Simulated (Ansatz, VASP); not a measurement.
## One calculation of Hf, two programs

```xyz
1
Lattice="2.9522 0.0000 0.0000 0.0000 2.9522 0.0000 0.0000 0.0000 2.9522" Properties=species:S:1:pos:R:3 pbc="T T T"
Hf    1.4761    1.4761    1.4761
```

The cell was built by a generator and needn't be a form met in nature.

Alike in both runs: task single point; functional PBE; k mesh 9 × 9 × 9; occupations fermi-dirac, width 0.05 eV; no spin polarisation.

```csv
,VASP,Ansatz
version,VASP 6.6.1,Ansatz 0.2.0
potentials or method,"VASP PAW PBE potentials, release 64 (Hf_pv)",Ansatz PAW
plane-wave cutoff (eV),520,420
valence electrons in the cell,10,26
```

```csv
,VASP,Ansatz,Ansatz less VASP
gap on the k mesh at the Fermi level (eV),none,none,-
pressure (GPa),-3.0,-2.7,+0.26
```

A gap of «none» marks a metal or a gap that the smearing closes. The functional is the same, so the differences come from potentials, cutoffs and numerics. The two sets of potentials don't hold the same shells in valence.

The runs have no spin-orbit coupling, so splittings on Hf are missing.
